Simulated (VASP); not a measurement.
Write the native input for VASP 6.6.1 that does the following.

```
Task                   : single point
Functional             : PBEsol
Potentials or basis    : VASP PAW PBE potentials, release 64 (Al, P_h)
Cutoff                 : 900 eV
k mesh                 : 8 × 8 × 8
Occupations            : gaussian, width 0.02 eV
Spin                   : no spin polarisation
Further INCAR settings : ALGO = Normal; EDIFF = 1e-06
```

The structure of AlP lies in POSCAR:

```
AlP
1.0
    0.0000000000      2.7357100000      2.7357100000
    2.7357100000      0.0000000000      2.7357100000
    2.7357100000      2.7357100000      0.0000000000
Al P
1 1
Direct
    0.0000000000      0.0000000000      0.0000000000
    0.2500000000      0.2500000000      0.2500000000
```

The cell is a database's computed one.

The input as run:

INCAR

```
SYSTEM = AlP
PREC = Accurate ; ENCUT = 900
EDIFF = 1E-6 ; ISMEAR = 0
SIGMA = 0.02 ; LREAL = .FALSE.
LASPH = .TRUE. ; NELM = 60
ALGO = Normal ; ISIF = 2
LWAVE = .FALSE. ; LCHARG = .FALSE.
GGA = PS
```

KPOINTS

```
Automatic mesh
0
G
  8 8 8
  0 0 0
```

Potentials or basis: VASP PAW PBE potentials, release 64 (Al, P_h).

Run with:

```bash
$ cat potpaw_PBE.64/Al/POTCAR potpaw_PBE.64/P_h/POTCAR > POTCAR
$ mpirun -np 1 vasp_std > vasp.out
```

Results of the run:

- Pressure: 0.0 GPa
- Band gap on the k mesh: 1.45 eV, indirect (least direct gap 3.15 eV)

Caveat: the PAW data sets were made with another functional, which shifts forces and pressure a little.

Run time: 15 s on 1 thread of Intel(R) Xeon(R) Platinum 8559C (Emerald Rapids), on a shared host, peak memory 0.24 GiB.
